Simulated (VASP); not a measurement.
Input of a VASP 6.6.1 run:

Contents of INCAR:

```
ALGO = Normal
EDIFF = 1E-8
ENCUT = 700
GGA = PE
IBRION = 6
ISIF = 2
ISMEAR = 0
IVDW = 12
KPAR = 4
LASPH = T
LCHARG = F
LREAL = F
LWAVE = F
NELM = 60
NFREE = 2
NSW = 1
POTIM = 0.015
PREC = Accurate
SIGMA = 0.02
```

The input KPOINTS:

```
k-points
0
Gamma
  15 15 6
```

The input POSCAR:

```
C                                       
1.0
    2.4648527949      0.0000000000      0.0000000000
   -1.2324263975      2.1346251353      0.0000000000
    0.0000000000      0.0000000000      6.6616000332
  C             
     4
Direct
     0.0000000000000000    0.0000000000000000    0.7500000000000000
     0.0000000000000000    0.0000000000000000    0.2500000000000000
     0.3333333300000021    0.6666666699999979    0.7500000000000000
     0.6666666699999979    0.3333333300000021    0.2500000000000000
```

Potentials or basis: VASP PAW PBE potentials, release 64 (C).

Launch:

```sh
$ cat potpaw_PBE.64/C/POTCAR > POTCAR
$ mpirun -np 4 vasp_std > vasp.out
```

(1) What does it give for the dispersion energy per atom?

(2) Predict the most unstable mode.

(3) What does it give for the highest phonon frequency at Γ?

## Answers

(1) -0.158 eV.

(2) 29i cm⁻¹.

(3) 1548 cm⁻¹.

Caveat: some modes are imaginary.
